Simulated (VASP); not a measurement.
# PbSe (Fm-3m) in VASP: settings compared, part 2 of 2

VASP 6.6.1. Earlier steps stand in the parts before.

## Step 5: Single point, HSE06

The input, POSCAR:

```
PbSe
1.0
    0.0000000000      3.0515521249      3.0515521249
    3.0515521249      0.0000000000      3.0515521249
    3.0515521249      3.0515521249      0.0000000000
Pb Se
1 1
Direct
    0.0000000000      0.0000000000      0.0000000000
    0.5000000000      0.5000000000      0.5000000000
```

The input, INCAR.step1:

```
SYSTEM = PbSe
PREC = Accurate
ENCUT = 520
EDIFF = 1E-5
ISMEAR = 0
SIGMA = 0.01
LREAL = .False.
LASPH = .True.
NELM = 80
ALGO = Normal
ISIF = 2
LWAVE = .True.
LCHARG = .False.
NBANDS = 17
GGA = PE
```

The input, INCAR.step2:

```
SYSTEM = PbSe
PREC = Accurate
ENCUT = 520
EDIFF = 1E-6
ISMEAR = 0
SIGMA = 0.01
LREAL = .False.
LASPH = .True.
NELM = 80
ALGO = Normal
ISIF = 2
LWAVE = .False.
LCHARG = .False.
GGA = PE
LHFCALC = .True.
HFSCREEN = 0.2079
PRECFOCK = Normal
NBANDS = 17
ISTART = 1
```

The input, KPOINTS:

```
Automatic mesh
0
Gamma
  4 4 4
  0 0 0
```

Potentials or basis: VASP PAW PBE potentials, release 64 (Pb_d, Se).

On the command line:

```sh
cat potpaw_PBE.64/Pb_d/POTCAR potpaw_PBE.64/Se/POTCAR > POTCAR
cp INCAR.step1 INCAR
mpirun -np 1 vasp_std > vasp.out
cp INCAR.step2 INCAR
mpirun -np 1 vasp_std > vasp.out
```

OUTCAR:

```text
SYSTEM = PbSe
   PREC = Accurate
   ENCUT = 520
   EDIFF = 1E-6
   ISMEAR = 0
   LREAL = .False.
   LASPH = .True.
   NELM = 80
   ISIF = 2
   GGA = PE
   LHFCALC = .True.
   HFSCREEN = 0.2079
   PRECFOCK = Normal
   ISTART = 1

 ion  position               nearest neighbor table
   1  0.000  0.000  0.000-   2 3.05   2 3.05   2 3.05   2 3.05   2 3.05   2 3.05
   2  0.500  0.500  0.500-   1 3.05   1 3.05   1 3.05   1 3.05   1 3.05   1 3.05

  LATTYP: Found a face centered cubic cell.
 ALAT       =     6.1031042498

  Lattice vectors:

 A1 = (   0.0000000000,   3.0515521249,   3.0515521249)
 A2 = (   3.0515521249,   0.0000000000,   3.0515521249)
 A3 = (   3.0515521249,   3.0515521249,   0.0000000000)

Analysis of symmetry for initial positions (statically):
=====================================================================
 Subroutine PRICEL returns:
 Original cell was already a primitive cell.

 Routine SETGRP: Setting up the symmetry group for a
 face centered cubic supercell.

 Subroutine GETGRP returns: Found 48 space group operations
 (whereof 48 operations were pure point group operations)
 out of a pool of 48 trial point group operations.

The static configuration has the point symmetry O_h .

Analysis of symmetry for dynamics (positions and initial velocities):
=====================================================================
 Subroutine PRICEL returns:
 Original cell was already a primitive cell.

 Routine SETGRP: Setting up the symmetry group for a
 face centered cubic supercell.

 Subroutine GETGRP returns: Found 48 space group operations
 (whereof 48 operations were pure point group operations)
 out of a pool of 48 trial point group operations.

The dynamic configuration has the point symmetry O_h .

 Subroutine INISYM returns: Found 48 space group operations
 (whereof 48 operations are pure point group operations),
 and found     1 'primitive' translations

----------------------------------------------------------------------------------------

                                     Primitive cell

  volume of cell :      56.8319

  direct lattice vectors                    reciprocal lattice vectors
     0.000000000  3.051552125  3.051552125    -0.163851044  0.163851044  0.163851044
     3.051552125  0.000000000  3.051552125     0.163851044 -0.163851044  0.163851044
     3.051552125  3.051552125  0.000000000     0.163851044  0.163851044 -0.163851044

  length of vectors
     4.315546401  4.315546401  4.315546401     0.283798332  0.283798332  0.283798332

  position of ions in fractional coordinates (direct lattice)
     0.000000000  0.000000000  0.000000000
     0.500000000  0.500000000  0.500000000

  ion indices of the primitive-cell ions
   primitive index   ion index
                 1           1
                 2           2

----------------------------------------------------------------------------------------

 KPOINTS: Automatic mesh

Automatic generation of k-mesh.
[... 23 lines left out ...]
  0.000000  0.000000  0.000000      1.000000
  0.250000  0.000000  0.000000      8.000000
  0.500000  0.000000  0.000000      4.000000
  0.250000  0.250000  0.000000      6.000000
  0.500000  0.250000  0.000000     24.000000
 -0.250000  0.250000  0.000000     12.000000
  0.500000  0.500000  0.000000      3.000000
 -0.250000  0.500000  0.250000      6.000000
   k-points           NKPTS =      8   k-points in BZ     NKDIM =     64   number of bands    NBANDS=     17
   number of dos      NEDOS =    301   number of ions     NIONS =      2
   total plane-waves  NPLWV =  32768
   dimension x,y,z NGX =    32 NGY =   32 NGZ =   32
   dimension x,y,z NGXF=    64 NGYF=   64 NGZF=   64
   ions per type =               1   1
   NGX,Y,Z   is equivalent  to a cutoff of  12.33, 12.33, 12.33 a.u.
   NGXF,Y,Z  is equivalent  to a cutoff of  24.65, 24.65, 24.65 a.u.
 SYSTEM =  PbSe
   PREC   = accura    normal or accurate (medium, high low for compatibility)
   ISTART =      1    job   : 0-new  1-cont  2-samecut
   ICHARG =      0    charge: 1-file 2-atom 10-const
   ISPIN  =      1    spin polarized calculation?
   LNONCOLLINEAR =      F non collinear calculations
   LSORBIT =      F    spin-orbit coupling
   LASPH  =      T    aspherical Exc in radial PAW
   ENCUT  =  520.0 eV  38.22 Ry    6.18 a.u.   8.02  8.02  8.02*2*pi/ulx,y,z
   NELM   =     80;   NELMIN=  2; NELMDL=  0     # of ELM steps
   EDIFF  = 0.1E-05   stopping-criterion for ELM
   LREAL  =      F    real-space projection
   EDIFFG = 0.1E-04   stopping-criterion for IOM
   NSW    =      0    number of steps for IOM
   IBRION =     -1    ionic relax: 0-MD 1-quasi-New 2-CG
   NFREE  =      0    steps in history (QN), initial steepest desc. (CG)
   ISIF   =      2    stress and relaxation
   ISYM   =      3    0-nonsym 1-usesym 2-fastsym
   POTIM  = 0.5000    time-step for ionic-motion
   TEBEG  =    0.0;   TEEND  =   0.0 temperature during run
   PSTRESS=    0.0 pullay stress
   NELECT =      20.0000    total number of electrons
   NUPDOWN=      -1.0000    fix difference up-down
   EMIN   =  10.00;   EMAX   =-10.00  energy-range for DOS
   EFERMI =   0.00;   METHOD = LEGACY
   ISMEAR =     0;   SIGMA  =   0.01  broadening in eV -4-tet -1-fermi 0-gaus
   EFERMI_NEDOS =   21; number of points for ismear=-14 and -15
   IALGO  =     38    algorithm
   IMIX   =      1    mixing-type and parameters
     AMIX     =   0.40;   BMIX     =  1.00
     AMIX_MAG =   1.60;   BMIX_MAG =  1.00
  volume/ion in A,a.u.               =      28.42       191.76
  Fermi-wavevector in a.u.,A,eV,Ry     =   1.155812  2.184169 18.176056  1.335902
  Thomas-Fermi vector in A             =   2.292438
   LORBIT       =      0    0 simple, 1 ext, 2 COOP (PROOUT), +10 PAW based schemes
   GGA     = PE    functional components
   LHFCALC =     T    Hartree Fock is set to
   PRECFOCK=normal    Normal, Fast or Accurate (Low or Medium for compatibility)
   ENCUT4O =  -1.0   cutoff for four orbital integrals eV
   NKREDX  =     1    reduce k-point grid by
   NKREDY  =     1    reduce k-point grid by
   NKREDZ  =     1    reduce k-point grid by
   AEXX    =    0.2500 exact exchange contribution
   HFSCREEN=    0.2079 screening length (either q_TF or 0.3 A-1)
   HFSCREENC=   0.2079 screening length for correlation (either q_TF or 0.3 A-1)
   ENCUTFOCK=  -1.0 apply spherical cutoff to Coloumb kernel
   IVDW    =     0    specifies the selected vdW correction
   LEPSILON=     F    determine dielectric tensor
   LRPA    =     F    only Hartree local field effects (RPA)
 non-spin polarized calculation
 Gauss-broadening in eV      SIGMA  =   0.01
  energy-cutoff  :      520.00
  volume of cell :       56.83
 maximum number of plane-waves:      1540
  NGX = 28; NGY = 28; NGZ = 28

 number of electron      20.0000003 magnetization

 Free energy of the ion-electron system (eV)
  ---------------------------------------------------
  ext. energy  EPLUGINS =         0.00000000
  ---------------------------------------------------
  free energy    TOTEN  =        -9.71661718 eV

  energy without entropy =       -9.71661718  energy(sigma->0) =       -9.71661718

 E-fermi :   4.9676     XC(G=0):  -7.9638

 val. band max:        4.9080519613   @ k =   0.5000   0.0000   0.0000
 cond. band min:       5.5807033631   @ k =   0.5000   0.0000   0.0000
 fundamental gap:      0.6726514017
 Fermi energy:         4.9675566570

 k-point     1 :       0.0000    0.0000    0.0000
  band No.  band energies     occupation
      1     -13.7508      2.00000
      2     -13.7508      2.00000
      3     -13.7438      2.00000
      4     -13.7438      2.00000
      5     -13.7438      2.00000
      6     -10.2262      2.00000
[... 137 lines left out ...]
      4     -13.7314      2.00000
      5     -13.6979      2.00000
      6      -8.5657      2.00000
[... 9 lines left out ...]
     16      17.6991      0.00000
     17      18.5388      0.00000

------------------------ aborting loop because EDIFF is reached ----------------------------------------

  FORCE on cell =-STRESS in cart. coord.  units (eV):
  Direction    XX          YY          ZZ          XY          YZ          ZX
  --------------------------------------------------------------------------------------
  -------------------------------------------------------------------------------------
  Total        0.6206748      0.6206748      0.6206748      0.0000000      0.0000000      0.0000000
  in kB       17.4977557     17.4977557     17.4977557      0.0000000      0.0000000      0.0000000
  external PRESSURE =      17.4977557 kB  Pullay stress =       0.0000000 kB

 VOLUME and BASIS-vectors are now :
 -----------------------------------------------------------------------------
  energy-cutoff  :      520.00
  volume of cell :       56.83
      direct lattice vectors                 reciprocal lattice vectors
     0.000000000  3.051552125  3.051552125    -0.163851044  0.163851044  0.163851044
     3.051552125  0.000000000  3.051552125     0.163851044 -0.163851044  0.163851044
     3.051552125  3.051552125  0.000000000     0.163851044  0.163851044 -0.163851044

 POSITION                                       TOTAL-FORCE (eV/Angst)
 -----------------------------------------------------------------------------------
      0.00000      0.00000      0.00000         0.000000      0.000000      0.000000
      3.05155      3.05155      3.05155        -0.000000     -0.000000     -0.000000
 -----------------------------------------------------------------------------------
    total drift:                               -0.000001     -0.000000     -0.000000

  FREE ENERGIE OF THE ION-ELECTRON SYSTEM (eV)
  ---------------------------------------------------
  free  energy   TOTEN  =        -9.7166171836 eV

  energy  without entropy=       -9.7166171836  energy(sigma->0) =       -9.71661718
```

Run time: 29 min. Hardware: 1 thread of Intel Xeon 8259CL, shared host; peak memory 0.3 GiB.

Results:

- Free energy: -9.7166 eV
- Pressure: 1.7 GPa
- Band gap on the k mesh: 0.67 eV

Caveat: the k points lie up to 0.45 Å⁻¹ apart; the PAW data sets were made with another functional, which shifts forces and pressure a little; spin-orbit coupling is left out, which moves the levels of the heavy elements.

## Step 6: The runs side by side

| level | k mesh | grid for exact exchange (PRECFOCK) | share of exact exchange | screening parameter | gap on the mesh (eV) | pressure (GPa) |
| --- | --- | --- | --- | --- | --- | --- |
| PBEsol | 4 × 4 × 4 | - | - | - | 0.17 | 0.0 |
| PBEsol | 10 × 10 × 10 | - | - | - | 0.17 | 0.0 |
| HSE06 | 4 × 4 × 4 | Normal | 0.25 | 0.2079 1/Å | 0.67 | 1.7 |

Alike in all rows: task single point; potentials or basis VASP PAW PBE potentials, release 64 (Pb_d, Se); no spin polarisation; cell as given; cutoff (eV) 520; smearing gaussian 0.01 eV.

Caveats: some runs use coarse meshes; the PAW data sets were made with another functional, which shifts forces and pressure a little; spin-orbit coupling is left out, which moves the levels of the heavy elements.

Total energies depend on the potentials used, so only differences within one code and one set of settings carry meaning.

## Step 7: Comparison with measurements

Step 3. Against the measured gap of PbSe, 0.15 eV (direct; 4.2 K; a printed reference work, monograph), the calculated 0.17 eV is off by +0.02 eV. 2 values of this kind are on record (0.15 to 0.28 eV); this one was drawn at random. Spin-orbit coupling on Pb, Se is left out. The value is that of PBEsol on a finite k mesh, which can miss the band edges, without temperature or zero-point motion.

Step 4. Against the measured gap of PbSe, 0.15 eV (direct; 4.2 K; a printed reference work, monograph), the calculated 0.17 eV is off by +0.02 eV. 2 values of this kind are on record (0.15 to 0.28 eV); this one was drawn at random. Spin-orbit coupling on Pb, Se is left out. The value is that of PBEsol on a finite k mesh, which can miss the band edges, without temperature or zero-point motion.
